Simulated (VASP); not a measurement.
## Nb: equation of state with PBE+D3(BJ)

**Experimental background.**

“Pressure effects on the electronic structure and superconductivity of (TaNb)0.67(HfZrTi)0.33 high entropy alloy”, 2019, arxiv:1910.08312 quotes, for a bulk crystal of Nb: bulk modulus 169 GPa.

Crystal: Nb.

```
Nb
1.0
    -1.63210    1.63210    1.63210
     1.63210   -1.63210    1.63210
     1.63210    1.63210   -1.63210
Nb
1
Direct
  0.00000 0.00000 0.00000
```

| Item | Value |
| --- | --- |
| Program | VASP 6.6.1 |
| Task | equation of state |
| Functional | PBE |
| Dispersion | D3(BJ) |
| Potentials or basis | VASP PAW PBE potentials, release 64 (Nb_sv) |
| Cutoff | 520 eV |
| k mesh | 10 × 10 × 10 |
| Occupations | fermi-dirac, width 0.05 eV |
| Spin | no spin polarisation |
| Ladder | gaps |
| Further INCAR settings | ALGO = Normal; EDIFF = 1e-06 |

- Equilibrium volume: 17.40 Å³/atom
- Bulk modulus: 171 GPa
- Pressure derivative of the bulk modulus: 2.7 (rough: it moves with the points fitted)

Energy against volume, from the lowest point:
| volume (Å³/atom) | energy (meV/atom) |
| --- | --- |
| 16.694 | 16.02 |
| 17.042 | 4.01 |
| 17.390 | 0.00 |
| 17.738 | 3.41 |
| 18.086 | 13.71 |

All runs of the series together: 26 s on 1 thread of Intel(R) Xeon(R) Platinum 8488C (Sapphire Rapids), on a shared host.

Measured bulk modulus of Nb: 169 GPa (quoted in “Pressure effects on the electronic structure and superconductivity of (TaNb)0.67(HfZrTi)0.33 high entropy alloy”, 2019, arxiv:1910.08312). This calculation gives 171 GPa (+1.0 %). The fit is for a static lattice scaled at fixed shape and fixed fractional positions.

Caveat: the fit is doubtful: noisy points or a state that changes with volume.
